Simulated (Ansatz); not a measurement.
# A series in volume per atom on TiAl

Results calculated with Ansatz 0.2.0, not measured. Periodic Kohn-Sham DFT of a crystal at fixed atoms; pressure and stress are positive in compression; the energy is the free energy less that of spherical unpolarised free atoms; site moments are those in the method's own spheres, positive along +z.

Cell of the first row (space group P4/mmm, No. 123):
```
CELL_PARAMETERS angstrom
2.77990 0.00000 0.00000
0.00000 2.77990 0.00000
0.00000 0.00000 3.97690
ATOMIC_POSITIONS crystal
Ti 0.00000 0.00000 0.00000
Al 0.50000 0.50000 0.50000
```

Settings of every row: method all-electron LAPW; functional PBE; relativity scalar; k mesh 12x12x8; filling fermi-dirac; smearing width 0.05 eV; basis error target 1 meV/atom; nucleus gaussian.

Atom start moment: 0 on all atoms.

```csv
row,volume per atom (Å³),energy less free atoms (eV/atom),pressure (GPa)
1,15.366,-5.6187,6.898
2,16.012,?,?
3,16.338,-5.6361,-0.759
4,16.665,-5.6324,-2.865
5,17.319,-5.6131,-6.498
```

Question: what energy less free atoms and pressure should row 2 give?

Worked fit of energy less free atoms. Take u = (V_r/V)^(2/3) − 1 with V_r = 16.502 Å³ an atom, which is twice the finite (Eulerian) strain; such expansions in the strain, on which the Birch-Murnaghan equation of state is built, carry the rest volume and the bulk modulus. The shown rows have u = 0.0487, 0.00668, -0.00653, -0.0317. Least squares give energy less free atoms = −5.63478 − 0.284 × u + 12.611 × u² eV/atom; a straight line predicts inner rows, each left out in turn, worse (root mean square 0.013 against 2.8e-05 eV/atom). All shown rows lie on it to the printed digit. Its lowest point lies at u = 0.0113, or V = 16.23 Å³ an atom, and the curvature there gives the bulk modulus at fixed shape and fractions, B = (4/9)(1 + u)² E″(u)/V = 113 GPa. Letting shape and atoms relax would as a rule lower it, by much in layered, chain or molecular crystals. The withheld row has u = 0.0203, so the fit gives −5.63478 − 0.284 × (0.0203) + 12.611 × (0.0203)² = -5.6353 eV/atom.

The calculation gave -5.6354 eV/atom. The fit lies 0.0001 eV/atom (0.43 % of the column's range) above it, one unit of the last digit.

Worked fit of pressure. Take u = (V_r/V)^(2/3) − 1 with V_r = 16.502 Å³ an atom, which is twice the finite (Eulerian) strain; such expansions in the strain, on which the Birch-Murnaghan equation of state is built, carry the rest volume and the bulk modulus. The shown rows have u = 0.0487, 0.00668, -0.00653, -0.0317. Least squares give pressure = −1.8418 + 159.715 × u + 405.4 × u² GPa; a straight line predicts inner rows, each left out in turn, worse (root mean square 0.41 against 0.0049 GPa). The rows lie off it by 0.000, -0.002, 0.002, -0.001. The pressure vanishes at u = 0.0112, or V = 16.23 Å³ an atom, and there the bulk modulus at fixed shape and fractions is B = −V dP/dV = (2/3)(1 + u) dP/du = 114 GPa. Letting shape and atoms relax would as a rule lower it, by much in layered, chain or molecular crystals. The withheld row has u = 0.0203, so the fit gives −1.8418 + 159.715 × (0.0203) + 405.4 × (0.0203)² = 1.567 GPa.

The calculation gave 1.567 GPa. The fit meets it to the printed digit.
